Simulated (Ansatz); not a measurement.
# Effect of biaxial strain +3.64 %, plane normal [111], relaxed out of plane on InN

The parent structure is InN in the zinc blende structure (space group F-43m, No. 216; a = 4.999 Å). Axes: x, y, z lie along the cube axes.

Now apply this change: tensile biaxial strain of 3.64 % in the plane normal to [111], as in epitaxy on a mismatched substrate; the out-of-plane cell vector and the atoms relax.

Level of theory: Ansatz (a quantum-chemistry and plane-wave program), r2SCAN, PAW, cutoff 500 eV, spin-orbit coupling left out. Γ-centred 11×11×11 mesh, Fermi–Dirac width 0.05 eV.

Volume per atom: 16.39 Å³ (base 15.62 Å³)
Space group: R3m (No. 160) (base F-43m (No. 216))
Energy relative to the base (free energy F): +34 meV/atom
Pressure (mean of the normal stresses, compression positive): -6.1 GPa (base 0.0 GPa)
Band gap: zero (base zero)
Out-of-plane strain: -2.31 % (rough)
Mean in-plane stress (compression positive): -9.2 GPa (rough)

Without a gap, meshes like the base's 11×11×11 leave anisotropic stresses uncertain by several tenths of a GPa, and small strain energies with them. Whether these cells are dynamically stable was not tested. All final runs are without spin polarisation. Gaps under 0.05 eV, about the width of the smearing, are given as zero. This is not the structure that InN has at room temperature and ambient pressure. The zero or small gap of InN can change with the level of theory.
